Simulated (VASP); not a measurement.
**Na: RPA correlation energy with PBE**

The system is Na.

```
CELL_PARAMETERS angstrom
-2.08482 2.08482 2.08482
2.08482 -2.08482 2.08482
2.08482 2.08482 -2.08482
ATOMIC_POSITIONS crystal
Na 0.00000 0.00000 0.00000
```

```
Program                         : VASP 6.6.1
Task                            : RPA correlation energy
Functional                      : PBE
Potentials or basis             : VASP PAW PBE potentials, release 64 (Na_sv_GW)
Cutoff                          : 450 eV
k mesh                          : 6 × 6 × 6
Occupations                     : gaussian, width 0.05 eV
Spin                            : no spin polarisation
Cutoff of the response function : 250
Frequency points                : 12
Further INCAR settings          : ALGO = ACFDT; EDIFF = 1e-08; NBANDS = 798
```

```
Band gap on the k mesh, mean-field level : none (metal or under the smearing width)
RPA correlation energy                   : -8.905 eV/atom
RPA total energy per cell                : -12.580 eV
RPA correlation energy per cell          : -8.905 eV
```

Levels at points of the mesh, in eV from the Fermi level:
| k point | band 2 | band 3 | band 4 | band 5 | band 6 | band 7 |
| --- | --- | --- | --- | --- | --- | --- |
| (0.00, 0.00, 0.00) | -24.91 | -24.91 | -24.91 | -3.36 | 11.84 | 11.84 |
| (0.50, 0.00, 0.00) | -24.95 | -24.92 | -24.91 | 0.72 | 1.21 | 8.26 |
| (0.50, 0.50, 0.50) | -24.94 | -24.94 | -24.94 | 4.52 | 4.52 | 4.94 |

Wall time 52 min on 1 thread of Intel(R) Xeon(R) 6975P-C (Granite Rapids) (shared host), peak memory 2.4 GiB.

Caveat: the ground state has no gap, which makes the many-body step unreliable.
